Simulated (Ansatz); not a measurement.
Here is an Ansatz 0.2.0 calculation.

input.yaml

```yaml
crystal:
  lattice:
    - [2.95, 0.0, 0.0]
    - [-1.475, 2.5547749412, 0.0]
    - [0.0, 0.0, 4.68]
  atoms:
    - { symbol: Ti, position: [0.6666666667, 0.3333333333, 0.75] }
    - { symbol: Ti, position: [0.3333333333, 0.6666666667, 0.25] }
kpoints:
  mp_grid: { grid: [10, 10, 6] }
scf:
  occupations: { method: fermi_dirac, width: 0.05 }
hamiltonian:
  xc: lda
  pseudopotentials: { kind: all_electron, lapw: { basis_error: 0.001 } }
output:
  forces: true
  stress: true
relax:
  f_tol: 0.01
  max_steps: 60
  cell: {}
```

Potentials or basis: all-electron LAPW, scalar-relativistic.

The run is started by

```bash
$ ansatz run input.yaml --threads 1 --pin off --max-ram 3072MiB --backend cpu --events-out ev --progress --plain --runs-dir out
```

(1) What does it give for the relaxed volume?

(2) Estimate the relaxed cell.

(3) Estimate the space group after relaxing (to 0.05 Å).

Results:

(1) 16.10 Å³/atom.

(2) a = 2.867 Å, b = 2.867 Å, c = 4.521 Å, α = 90.00°, β = 90.00°, γ = 120.00°.

(3) P6_3/mmc (No. 194).
